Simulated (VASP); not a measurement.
Crystal: GaN.

```
Ga N
1.0
     0.00000    2.24755    2.24755
     2.24755    0.00000    2.24755
     2.24755    2.24755    0.00000
Ga N
1 1
Direct
  0.00000 0.00000 0.00000
  0.75000 0.75000 0.75000
```

The cell is a database's computed one.

Program: VASP 6.6.1. Alike in all runs: task band structure; potentials or basis VASP PAW PBE potentials, release 64 (Ga_d, N); no spin polarisation; cell as given; k mesh 6 × 6 × 6; cutoff (eV) 520; smearing gaussian 0.03 eV.

Problem. Order these runs on this cell by their band gap on the k mesh, lowest first.
A. level PBE0; exchange at q = 0 truncated
B. level PBE
C. level PBE-EpsX; exchange at q = 0 truncated; share of exact exchange 0.1682

Solution. B (1.77 eV), C (3.08 eV), A (3.74 eV).
